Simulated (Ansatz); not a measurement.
CoO, one cell by several methods

```
Co O
1.0
    -1.50800    1.50800    2.10725
     1.50800   -1.50800    2.10725
     1.50800    1.50800   -2.10725
Co O
1 1
Direct
  0.00000 0.00000 0.00000
  0.50000 0.50000 0.00000
```

Atoms are numbered in the order listed.

Conventional cell: a = 3.016 Å, b = 3.016 Å, c = 4.214 Å, α = 90.00°, β = 90.00°, γ = 90.00°. Co (atom 1) is surrounded by 6 O at 2.11 to 2.13 Å. O (atom 2) is surrounded by 6 Co at 2.11 to 2.13 Å.

The cell is COD entry 1528838, as deposited and not checked against the literature; nothing was relaxed.

Semilocal functionals without U often leave such compounds metallic or with too small a gap, and the real magnetic order may differ.

Other magnetic orders may lie lower; this is the state that the run reached.

Levels of theory: DFT, PBE, PAW with Ansatz's default frozen-core files, scalar-relativistic (Ansatz 0.2.0); DFT, PBE, all-electron LAPW, scalar-relativistic (Ansatz 0.2.0).

For PAW: a Γ-centred 13×13×15 k mesh, Fermi–Dirac smearing of 0.03 eV, cutoff 420 eV, spin-polarised from start moments Co1 2 μB; this mesh doesn't keep the crystal's whole symmetry, which leaves small spurious terms. LAPW targets a basis error of 1 meV/atom. The Ansatz runs share mesh, smearing and spin set-up. Plane-wave (PAW) pressures include the program's estimate of the Pulay term.

Stress and pressure are positive in compression.

Levels count from the Fermi level.

PAW results:

```tsv
quantity	PAW
pressure (GPa)	0.03
stress xx (GPa)	-0.02
stress zz (GPa)	0.11
moment of the cell (μB)	2.936
highest filled spin-up level at S (eV)	-1.396
lowest empty spin-up level at S (eV)	7.308
highest filled spin-up level at Γ (eV)	-3.027
lowest empty spin-up level at Γ (eV)	0.944
```

Problem. What does LAPW (all electrons) give for the same quantities?

Solution. 
| quantity | LAPW |
| --- | --- |
| pressure (GPa) | -0.03 |
| stress xx (GPa) | 0.05 |
| stress zz (GPa) | -0.19 |
| moment of the cell (μB) | 2.933 |
| highest filled spin-up level at S (eV) | -1.393 |
| lowest empty spin-up level at S (eV) | 7.335 |
| highest filled spin-up level at Γ (eV) | -2.981 |
| lowest empty spin-up level at Γ (eV) | 0.967 |
